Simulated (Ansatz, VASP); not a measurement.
## TiAl in VASP and in Ansatz

File INCAR:

```
SYSTEM = TiAl
  PREC = Accurate
  ENCUT = 600
  EDIFF = 1E-7
  ISMEAR = 0
  SIGMA = 0.1
  LREAL = .False.
  LASPH = .True.
  NELM = 100
  ALGO = Normal
  ISIF = 3
  LWAVE = .False.
  LCHARG = .False.
  GGA = CA
  IBRION = 2
  NSW = 100
  EDIFFG = -0.002
```

KPOINTS

```
Automatic mesh
0
Gamma
  18 18 10
  0 0 0
```

Contents of POSCAR:

```
TiAl
1.0
    2.8672622300      0.0000000000      0.0000000000
   -1.4336311200      2.4831219300      0.0000000000
    0.0000000000      0.0000000000      4.6780830000
Ti Al
1 1
Direct
    0.0000000000      0.0000000000      0.0000000000
    0.3333333300      0.6666666700      0.5000000000
```

Input for Ansatz:

```yaml
crystal:
  lattice:
    - [2.86726223, 0.0, 0.0]
    - [-1.43363112, 2.48312193, 0.0]
    - [0.0, 0.0, 4.678083]
  atoms:
    - { symbol: Ti, position: [0.0, 0.0, 0.0] }
    - { symbol: Al, position: [0.33333333, 0.66666667, 0.5] }
basis:
  ecutwfc: 420
kpoints:
  mp_grid: { grid: [18, 18, 10] }
hamiltonian:
  xc: lda
  pseudopotentials: { kind: paw, azcp: { folder: soft_1 } }
scf:
  occupations: { method: gaussian, width: 0.1 }
output:
  forces: true
  stress: true
  eigenvalues: true
  write_density: true
  write_potential: true
  elf: true
  volumetric_format: npy
relax:
  adjacent_minimum: "off"
  f_tol: 0.002
  max_steps: 80
  cell: { stress_tol: 0.02 }
```

The cell comes from a database or a generator and needn't be the stable form of this composition.

Alike in both runs: task relaxation of cell and atoms; functional LDA; k mesh 18 × 18 × 10; occupations gaussian, width 0.1 eV; no spin polarisation.

|  | VASP | Ansatz |
| --- | --- | --- |
| version | VASP 6.6.1 | Ansatz 0.2.0 |
| potentials or method | VASP PAW LDA potentials, release 64 (Ti_sv, Al) | scalar-relativistic, plane waves, PAW |
| plane-wave cutoff (eV) | 600 | 420 |
| valence electrons in the cell | 15 | 15 |

```csv
,VASP,Ansatz,Ansatz less VASP
"gap on the k mesh at the Fermi level, each at its own relaxed structure (eV)",none,none,-
relaxed volume (Å³/atom),15.73,15.72,-0.009
relaxed cell length with the largest relative difference (Å),4.594,4.590,-0.0037
energy change over the relaxation (meV/atom),-18,-19,-0.5
```

A gap of «none» marks a metal or a gap that the smearing closes. Ansatz warned: «pseudo_functional_mismatch».
